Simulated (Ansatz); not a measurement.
# Ga (P2_1/m) in Ansatz: further runs, part 2 of 2

Ansatz 0.2.0. Earlier steps stand in the parts before.

## Step 3: Single point, PBE0, 17.46 Å³/atom (volume scaled by 0.96)

input.yaml

```yaml
crystal:
  lattice:
    - [2.7408712373, 0.0, 0.0]
    - [0.0, 3.2372572885, 0.0]
    - [-1.3252743986, 0.0, 3.9363439549]
  atoms:
    - { symbol: Ga, position: [0.13459627, 0.75, 0.77016683] }
    - { symbol: Ga, position: [0.86540373, 0.25, 0.22983317] }
hamiltonian:
  xc: pbe0
  pseudopotentials: { kind: paw }
kpoints:
  mp_grid: { grid: [6, 4, 4] }
scf:
  occupations: { method: fermi_dirac, width: 0.05 }
output:
  forces: true
  stress: true
  eigenvalues: true
  write_density: true
  write_potential: true
  elf: true
  volumetric_format: npy
```

Potentials or basis: Ansatz PAW.

The run is started by

```sh
$ ansatz run input.yaml --threads 2 --pin off --max-ram 5632MiB --backend cpu --events-out ev --progress --plain --runs-dir out
```

Wall time 56 s (2 threads of Intel Xeon at 2.50GHz (Skylake/Cascade Lake), shared host); peak memory 0.9 GiB.

Results (log left out):

```yaml
Free_energy: -7566.9333 eV
Pressure: 2.5 GPa
Largest_force: 0.155 eV/Å
Band_gap_on_the_k_mesh: none (metal or under the smearing width)
```

Caveat: the k mesh is coarse (spacing up to 0.49 Å⁻¹), so the values aren't converged, least of all with exact exchange; the PAW data sets come from PBE, with cores solved anew for the run's functional, which leaves a small shift of forces and pressure; the thresholds are loose for stress.

## Step 4: Single point, PBE0, 17.83 Å³/atom (volume scaled by 0.98)

input.yaml: that of step 3 with these lines changed.

```diff
@@ -2,5 +2,5 @@
   lattice:
-    - [2.7408712373, 0.0, 0.0]
-    - [0.0, 3.2372572885, 0.0]
-    - [-1.3252743986, 0.0, 3.9363439549]
+    - [2.7597743949, 0.0, 0.0]
+    - [0.0, 3.2595839063, 0.0]
+    - [-1.3344145108, 0.0, 3.9634920125]
   atoms:
@@ -19,5 +19 @@
   eigenvalues: true
-  write_density: true
-  write_potential: true
-  elf: true
-  volumetric_format: npy
```

The run is started by

```sh
$ ansatz run input.yaml --threads 2 --pin off --max-ram 5632MiB --backend cpu --events-out ev --progress --plain --runs-dir out
```

Wall time 57 s (2 threads of Intel Xeon at 2.50GHz (Skylake/Cascade Lake), shared host); peak memory 0.91 GiB.

The run converged. Its results:

- Free energy: -7566.9409 eV
- Pressure: 0.9 GPa
- Largest force: 0.169 eV/Å
- Band gap on the k mesh: none (metal or under the smearing width)

Caveat: the k mesh is coarse (spacing up to 0.48 Å⁻¹), so the values aren't converged, least of all with exact exchange; the PAW data sets come from PBE, with cores solved anew for the run's functional, which leaves a small shift of forces and pressure; the thresholds are loose for stress.

## Step 5: Single point, PBE0, 18.19 Å³/atom

input.yaml: that of step 4 with these lines changed.

```diff
@@ -2,5 +2,5 @@
   lattice:
-    - [2.7597743949, 0.0, 0.0]
-    - [0.0, 3.2595839063, 0.0]
-    - [-1.3344145108, 0.0, 3.9634920125]
+    - [2.7784220849, 0.0, 0.0]
+    - [0.0, 3.28160879, 0.0]
+    - [-1.3434310986, 0.0, 3.9902731763]
   atoms:
@@ -19 +19,5 @@
   eigenvalues: true
+  write_density: true
+  write_potential: true
+  elf: true
+  volumetric_format: npy
```

The run is started by

```sh
$ ansatz run input.yaml --threads 2 --pin off --max-ram 5632MiB --backend cpu --events-out ev --progress --plain --runs-dir out
```

Run time: 57 s. Hardware: 2 threads of Intel Xeon at 2.50GHz (Skylake/Cascade Lake), shared host; peak memory 0.94 GiB.

It converged, with:

| Item | Value |
| --- | --- |
| Free energy | -7566.9419 eV |
| Pressure | -0.5 GPa |
| Largest force | 0.182 eV/Å |
| Band gap on the k mesh | none (metal or under the smearing width) |

Caveat: the k mesh is coarse (spacing up to 0.48 Å⁻¹), so the values aren't converged, least of all with exact exchange; the PAW data sets come from PBE, with cores solved anew for the run's functional, which leaves a small shift of forces and pressure; the thresholds are loose for stress.

## Step 6: Single point, PBE0, 18.55 Å³/atom (volume scaled by 1.02)

input.yaml: that of step 5 with these lines changed.

```diff
@@ -2,5 +2,5 @@
   lattice:
-    - [2.7784220849, 0.0, 0.0]
-    - [0.0, 3.28160879, 0.0]
-    - [-1.3434310986, 0.0, 3.9902731763]
+    - [2.7968227674, 0.0, 0.0]
+    - [0.0, 3.3033419319, 0.0]
+    - [-1.3523282526, 0.0, 4.0166995966]
   atoms:
```

Potentials or basis: Ansatz PAW.

The run is started by

```sh
$ ansatz run input.yaml --threads 2 --pin off --max-ram 5632MiB --backend cpu --events-out ev --progress --plain --runs-dir out
```

Wall time 57 s (2 threads of Intel Xeon at 2.50GHz (Skylake/Cascade Lake), shared host); peak memory 0.93 GiB.

It converged, with:

* Free energy: -7566.9370 eV
* Pressure: -1.7 GPa
* Largest force: 0.196 eV/Å
* Band gap on the k mesh: none (metal or under the smearing width)

Caveat: the k mesh is coarse (spacing up to 0.48 Å⁻¹), so the values aren't converged, least of all with exact exchange; the PAW data sets come from PBE, with cores solved anew for the run's functional, which leaves a small shift of forces and pressure; the thresholds are loose for stress.

## Step 7: Single point, PBE0, 18.92 Å³/atom (volume scaled by 1.04)

input.yaml: that of step 6 with these lines changed.

```diff
@@ -2,5 +2,5 @@
   lattice:
-    - [2.7968227674, 0.0, 0.0]
-    - [0.0, 3.3033419319, 0.0]
-    - [-1.3523282526, 0.0, 4.0166995966]
+    - [2.8149844631, 0.0, 0.0]
+    - [0.0, 3.3247928052, 0.0]
+    - [-1.3611098509, 0.0, 4.0427827924]
   atoms:
@@ -19,5 +19 @@
   eigenvalues: true
-  write_density: true
-  write_potential: true
-  elf: true
-  volumetric_format: npy
```

The run is started by

```sh
$ ansatz run input.yaml --threads 2 --pin off --max-ram 5632MiB --backend cpu --events-out ev --progress --plain --runs-dir out
```

Wall time 58 s (2 threads of Intel Xeon at 2.50GHz (Skylake/Cascade Lake), shared host); peak memory 0.93 GiB.

The run converged. Its results:

- Free energy: -7566.9270 eV
- Pressure: -2.7 GPa
- Largest force: 0.209 eV/Å
- Band gap on the k mesh: none (metal or under the smearing width)

Caveat: the k mesh is coarse (spacing up to 0.47 Å⁻¹), so the values aren't converged, least of all with exact exchange; the PAW data sets come from PBE, with cores solved anew for the run's functional, which leaves a small shift of forces and pressure; the thresholds are loose for stress.

## Step 8: Single point, PBE0, 19.28 Å³/atom (volume scaled by 1.06)

input.yaml: that of step 7 with these lines changed.

```diff
@@ -2,5 +2,5 @@
   lattice:
-    - [2.8149844631, 0.0, 0.0]
-    - [0.0, 3.3247928052, 0.0]
-    - [-1.3611098509, 0.0, 4.0427827924]
+    - [2.8329147839, 0.0, 0.0]
+    - [0.0, 3.3459704005, 0.0]
+    - [-1.3697795742, 0.0, 4.0685336955]
   atoms:
@@ -19 +19,5 @@
   eigenvalues: true
+  write_density: true
+  write_potential: true
+  elf: true
+  volumetric_format: npy
```

The run is started by

```sh
$ ansatz run input.yaml --threads 2 --pin off --max-ram 5632MiB --backend cpu --events-out ev --progress --plain --runs-dir out
```

Wall time 59 s (2 threads of Intel Xeon at 2.50GHz (Skylake/Cascade Lake), shared host); peak memory 0.95 GiB.

It converged, with:

```yaml
Free_energy: -7566.9123 eV
Pressure: -3.7 GPa
Largest_force: 0.222 eV/Å
Band_gap_on_the_k_mesh: none (metal or under the smearing width)
```

Caveat: the k mesh is coarse (spacing up to 0.47 Å⁻¹), so the values aren't converged, least of all with exact exchange; the PAW data sets come from PBE, with cores solved anew for the run's functional, which leaves a small shift of forces and pressure; the thresholds are loose for stress.

## Step 9: Equation of state, PBE0

Potentials or basis: Ansatz PAW.

No new run: the results of the series are fitted here.

What came out:

| Property | Result |
| --- | --- |
| Equilibrium volume | 18.07 Å³/atom |
| Bulk modulus at fixed shape and positions | 67 GPa |
| Pressure derivative of the bulk modulus | 5.0 |

Energy against volume, from the lowest point:
```csv
volume (Å³/atom),energy (meV/atom)
17.100,11.83
17.463,4.31
17.827,0.50
18.191,0.00
18.555,2.45
18.919,7.46
19.283,14.79
```

Caveat: the k mesh is coarse (spacing up to 0.48 Å⁻¹), so the values aren't converged, least of all with exact exchange; the cell was scaled at fixed shape and fractional positions, which overstates the stiffness of a crystal with free parameters, most of all of layers and chains; the PAW data sets were made with another functional, which shifts forces and pressure a little.
